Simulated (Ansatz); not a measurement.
# BaTe: the cost of one run

Program: Ansatz 0.2.0. Level of theory: DFT r2SCAN, scalar-relativistic, plane waves, PAW. These are calculated values, not measurements.

1 further run of the same task is left out (set aside as unsound or not needed).

### Step 1. The system as given

The structure is hexagonal, space group P6_3/mmc (No. 194). Conventional cell: a = 4.898 Å, b = 4.898 Å, c = 8.590 Å, α = 90.00°, β = 90.00°, γ = 120.00°. Around Ba (site symmetry -3m) lie 6 Te at 3.55 Å. Around Te (site symmetry -6m2) lie 6 Ba at 3.55 Å.

Coordinates:

```
Ba Te
1.0
     4.89785    0.00000    0.00000
    -2.44892    4.24166    0.00000
     0.00000    0.00000    8.58992
Ba Te
2 2
Direct
  0.00000 0.00000 0.00000
  0.00000 0.00000 0.50000
  0.33333 0.66667 0.75000
  0.66667 0.33333 0.25000
```

It is the end of an earlier relaxation with the same method, from a generated guess; it is a trial structure. At a tolerance of 0.02 Å it has space group P6_3/mmc (No. 194); it has 44.61 Å³/atom, an uncorrected energy of -1.75 eV/atom over the elements and, on its mesh, gap 1.75 eV.

### Step 2. The same geometry with r2SCAN

input.yaml reads:

```yaml
crystal:
  lattice:
    - [4.8978484621, 0.0, 0.0]
    - [-2.4489242311, 4.2416611921, 0.0]
    - [0.0, 0.0, 8.5899203555]
  atoms:
    - { symbol: Ba, position: [0.0, 0.0, 0.0] }
    - { symbol: Ba, position: [0.0, 0.0, 0.5] }
    - { symbol: Te, position: [0.3333333333, 0.6666666667, 0.75] }
    - { symbol: Te, position: [0.6666666667, 0.3333333333, 0.25] }
basis:
  ecutwfc: 500
kpoints:
  mp_grid: { grid: [6, 6, 4] }
  band_path:
    path:
      - [[0.0, 0.0, 0.0], [0.5, 0.0, 0.0], [0.33333333, 0.33333333, 0.0], [0.0, 0.0, 0.0], [0.0, 0.0, 0.5], [0.5, 0.0, 0.5], [0.33333333, 0.33333333, 0.5], [0.0, 0.0, 0.5]]
      - [[0.5, 0.0, 0.5], [0.5, 0.0, 0.0]]
      - [[0.33333333, 0.33333333, 0.5], [0.33333333, 0.33333333, 0.0]]
    npoints: 14
hamiltonian:
  xc: r2scan
scf:
  occupations: { method: gaussian, width: 0.02 }
  n_extra_bands: 10
output:
  forces: true
  stress: true
  eigenvalues: true
  populations: true
  dos: { projected: true, de: 0.02, nscf_kmesh: { grid: [9, 9, 6] } }
  bader: true
  write_density: true
  write_potential: true
  elf: true
  volumetric_format: npy
```

On the command line:

```bash
$ ansatz run input.yaml --threads 1 --pin off --max-ram 2048MiB --backend cpu --events-out ev --progress --plain --runs-dir out
```

**Question.** How long does this run take on 1 thread of Intel Xeon Platinum 8375C at 2.90GHz (Ice Lake), shared host, and how much memory does it need?

About 71 s, with a peak of 1.1 GiB.
